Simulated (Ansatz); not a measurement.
**SnTe in Ansatz: the effect of functional**

Crystal: SnTe.

```
Te Sn
1.0
     0.00000    3.21265    3.21265
     3.21265    0.00000    3.21265
     3.21265    3.21265    0.00000
Te Sn
1 1
Direct
  0.50000 0.50000 0.50000
  0.00000 0.00000 0.00000
```

The cell isn't the ideal one: volume scaled by 1.06.

Alike in all runs:

| Property | Result |
| --- | --- |
| Program | Ansatz 0.2.0 |
| Task | single point |
| Potentials or basis | Ansatz PAW |
| k mesh | 7 × 7 × 7 |
| Occupations | fermi-dirac, width 0.05 eV |
| Spin | no spin polarisation |

```tsv
functional	cutoff	pressure (GPa)
LDA	420 eV (not typed: the program's choice for these potentials)	-3.8
r2SCAN	500 eV (not typed: the program's choice for these potentials)	?
PBE	420 eV (not typed: the program's choice for these potentials)	-0.3
```

Q: What does the run with functional r2SCAN give?

A: Pressure -1.1 GPa.

Caveats: the PAW data sets come from PBE, with cores solved anew for the run's functional, which leaves a small shift of forces and pressure (some runs).
